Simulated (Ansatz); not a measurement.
HfO2 in the CdI2-type structure

Method: PBEsol, scalar-relativistic; no spin polarisation; PAW, 420 eV, 12×12×6 k-mesh, Gaussian smearing of 0.05 eV; code Ansatz; PAW files: Ansatz's generated set soft_2.

```cif
data_structure
_symmetry_space_group_name_H-M 'P-3m1'
_symmetry_Int_Tables_number 164
_cell_length_a 3.2188
_cell_length_b 3.2188
_cell_length_c 5.1068
_cell_angle_alpha 90.000
_cell_angle_beta 90.000
_cell_angle_gamma 120.000
_cell_volume 45.82
loop_
_atom_site_label
_atom_site_type_symbol
_atom_site_symmetry_multiplicity
_atom_site_Wyckoff_symbol
_atom_site_fract_x
_atom_site_fract_y
_atom_site_fract_z
_atom_site_occupancy
Hf1 Hf 1 a 0.00000 0.00000 0.00000 1
O1 O 2 d 0.33333 0.66667 0.18901 1
```

This is a trial structure; measured cells of the compound in the Crystallography Open Database are in space groups P21/c, Pbca, Fm-3m.

The cell above was scaled in volume, and shape and atoms were relaxed at each volume within its symmetry. Energies are counted from the cell above.

At this volume the pressure is 0.05 GPa.

```json
{"V (Å³/atom)": "14.66", "ΔE (meV/atom)": "0.6", "P (GPa)": "0.41", "gap on the mesh (eV)": "4.65"}
{"V (Å³/atom)": "14.97", "ΔE (meV/atom)": "0.2", "P (GPa)": "0.26", "gap on the mesh (eV)": "4.69"}
{"V (Å³/atom)": "15.27", "ΔE (meV/atom)": "0.0", "P (GPa)": "0.05", "gap on the mesh (eV)": "4.72"}
{"V (Å³/atom)": "15.58", "ΔE (meV/atom)": "-0.1", "P (GPa)": "-0.07", "gap on the mesh (eV)": "4.74"}
{"V (Å³/atom)": "15.88", "ΔE (meV/atom)": "?", "P (GPa)": "?", "gap on the mesh (eV)": "?"}
```

Task: Fill in the withheld row.

Result: ΔE (meV/atom): -0.1, P (GPa): -0.11, gap on the mesh (eV): 4.76.

Task: Can a bulk modulus be trusted from these points?

Result: No. The energies are smooth (scatter 0.00 meV/atom), but the fit's B0′ of 82.6 is out of the usual range: the curve is too flat or too lopsided over this range, as for soft or weakly bound crystals, and a third-order form can't fix it.

Kohn–Sham gaps of semilocal functionals lie under measured ones, often by a third or more. Scalar-relativistic only: spin–orbit splittings of the heavy atoms' levels are missing.
